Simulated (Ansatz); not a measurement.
The parent structure is AlSb in the zinc blende structure (space group F-43m, No. 216; a = 6.1775 Å).

Level of theory: plane-wave PAW DFT at the r2SCAN level (Ansatz, an electronic-structure program, 500 eV), scalar-relativistic without spin-orbit coupling, earlier PAW set.

Before the change:

Band gap: 1.51 eV
Volume per atom: 29.47 Å³
Gap character: indirect, Γ → Γ–X (85 % along)

One thing is altered: cell and atoms relaxed at a pressure of 9 GPa.

### Question
How does this affect the band gap, volume per atom and gap character?

### Answer
The band gap drops by 0.21 eV (1.51 eV → 1.30 eV); the volume per atom falls by 3.434 Å³ to 26.03 Å³; the gap character becomes indirect, Γ → X (base: indirect, Γ → Γ–X (85 % along)).

With Sb present, leaving out spin-orbit coupling can change the band edges. Load acts through the strain it causes; cell and atoms are relaxed under it. Whether these cells are dynamically stable was not tested. Measured, AlSb leaves this structure (for a Cmcm phase) near 8.1 GPa (temperature not stated; as listed in Datta, Sujoy, Jana, Debnarayan, arXiv (2020)), on rising pressure, with hysteresis.
